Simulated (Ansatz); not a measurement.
## Perturbing SiC

Base: a measured structure from the Crystallography Open Database (COD) whose atoms were relaxed with PBE, the cell held.

```
Si C
1.0
     1.53890   -2.66750    0.00000
     1.53890    2.66750    0.00000
     0.00000    0.00000   15.12190
Si C
6 6
Direct
  0.16666 0.83334 0.85772
  0.83334 0.16666 0.35772
  0.50011 0.49989 0.52451
  0.49989 0.50011 0.02451
  0.83344 0.16656 0.69122
  0.16656 0.83344 0.19122
  0.50018 0.49982 0.64981
  0.49982 0.50018 0.14981
  0.16662 0.83338 0.98268
  0.83338 0.16662 0.48268
  0.83340 0.16660 0.81619
  0.16660 0.83340 0.31619
```

Atom numbers follow the list; atoms alike are taken as one site, whose name carries the number of the first.

Method: Kohn–Sham DFT in Ansatz, PBE, plane waves and PAW (field gradients read without the response of the frozen cores, which leaves them typically 4 to 6 % off), scalar-relativistic, 420 eV cutoff, Γ-centred 10×10×2 k-points, Fermi–Dirac smearing 0.02 eV.

(1) Variant: z compressed by 1 %, ions at fixed fractional positions. What happens to the gradients (10²¹ V/m²)?

Results:

(1) 

| site | atoms | V_zz base | η base | V_zz variant | η variant |
| --- | --- | --- | --- | --- | --- |
| Si1 | 1, 2 | 0.21 | 0.02 | -0.11 | 0.04 |
| Si3 | 3, 4 | -0.052 | 0.10 | -0.38 | 0.01 |
| Si5 | 5, 6 | 0.24 | 0.02 | -0.065 | 0.07 |
| C7 | 7, 8 | 0.21 | 0.06 | 0.069 | 0.20 |
| C9 | 9, 10 | 0.068 | 0.20 | -0.088 | 0.15 |
| C11 | 11, 12 | 0.032 | 0.42 | -0.13 | 0.10 |

The largest change of V_zz is on Si3, from -0.052 to -0.38. V_zz changes sign on Si5 (same axis), Si1 (same axis), C9 (same axis), C11 (same axis).

For the variant: At this changed cell the PBE pressure is 6 GPa.
